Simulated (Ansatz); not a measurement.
# A computed series for Ti3SiC2: response to strain

Start from Ti3SiC2 (space group P6_3/mmc, No. 194; a = 3.073 Å, c = 17.723 Å).

Strains are applied to the cell and any free atomic positions relax.

Computed with Ansatz (an electronic-structure program), PBE, PAW, cutoff 420 eV, no spin-orbit coupling.

Notes on the quantities. energy relative to the base: free energy F.

```json
[
 {"isotropic strain (%)": "-5.27", "energy relative to the base (meV/atom)": "206.7"},
 {"isotropic strain (%)": "-2.62", "energy relative to the base (meV/atom)": "?"},
 {"isotropic strain (%)": "0", "energy relative to the base (meV/atom)": "0.0"},
 {"isotropic strain (%)": "1.22", "energy relative to the base (meV/atom)": "8.9"},
 {"isotropic strain (%)": "2.45", "energy relative to the base (meV/atom)": "34.5"}
]
```

### Question
Fit ΔE = Aε² + Bε³ (ε in %) to the rows shown and predict the withheld row.

### Answer
Least squares on the printed values gives A = 6.28 and B = -0.22 meV/atom (largest residual 0.1 meV/atom); this predicts 47.1 meV/atom, and the run gives 46.7 meV/atom, 0.4 lower.

Whether these cells are dynamically stable was not tested. All final runs are without spin polarisation.
